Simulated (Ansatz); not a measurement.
Convergence notes, G0W0 on SrCl2 (3R-MoS2 type)

SrCl2 built on the 3R-MoS2 prototype, relaxed with r2SCAN+rVV10; one-shot G0W0 in Ansatz without spin-orbit coupling. No spin polarisation. The prototype was imposed, so other structures may be more stable.

```xyz
3
Lattice="2.0857 1.2042 6.1350 -2.0857 1.2042 6.1350 0.0000 -2.4084 6.1350" Properties=species:S:1:pos:R:3 pbc="T T T"
Sr    0.0000    0.0000    0.0037
Cl    0.0000    0.0000    7.7812
Cl    0.0000    0.0000    4.4852
```

Gaps are read over the mesh points alone. G0W0 values are finite-basis, finite-mesh values.

| start | potentials | frequency model | mesh | empty bands | screening cutoff (eV) | Kohn-Sham gap (eV) | G0W0 gap (eV) | rough cost |
| --- | --- | --- | --- | --- | --- | --- | --- | --- |
| PBE | PAW | contour deformation | 4×4×4 | 150 | 80 | 4.34 | 6.33 | 110 core-seconds |
| PBE | PAW | contour deformation | 4×4×4 | 347 | 140 | 4.34 | 6.53 | 10 core-minutes |
| PBE | PAW | contour deformation | 4×4×4 | 638 | 210 | 4.34 | 6.63 | 50 core-minutes |
| HSE06 | PAW | contour deformation | 4×4×4 | 347 | 140 | 5.57 | 7.10 | 15 core-minutes |
| LDA | PAW | contour deformation | 4×4×4 | 347 | 140 | 3.91 | 6.40 | 10 core-minutes |
| r2SCAN | PAW | contour deformation | 4×4×4 | 347 | 140 | 4.87 | 6.82 | 12 core-minutes |
| PBE | PAW | Godby-Needs pole | 4×4×4 | 347 | 140 | 4.34 | 6.49 | 13 core-minutes |

The quasiparticle gap on this mesh is 6.63 eV (direct at Γ), against 4.34 eV from PBE: +2.29 eV. Renormalisation factors Z lie between 0.78 and 0.85.

Raising bands and cutoff together moves the gap by +0.20 eV (80 to 140 eV), then +0.10 eV (140 to 210 eV); the last step is still large, so the basis limit isn't reached. Starting from HSE06 (5.57 eV against PBE's 4.34 eV) gives 7.10 eV, +0.57 eV from G0W0@PBE at the same screening cutoff. Starting from LDA (3.91 eV against PBE's 4.34 eV) gives 6.40 eV, -0.13 eV from G0W0@PBE at the same screening cutoff. Starting from r2SCAN (4.87 eV against PBE's 4.34 eV) gives 6.82 eV, +0.29 eV from G0W0@PBE at the same screening cutoff. The Godby-Needs plasmon pole differs from contour deformation by -0.04 eV. r2SCAN runs take a wave cutoff of 500 eV.
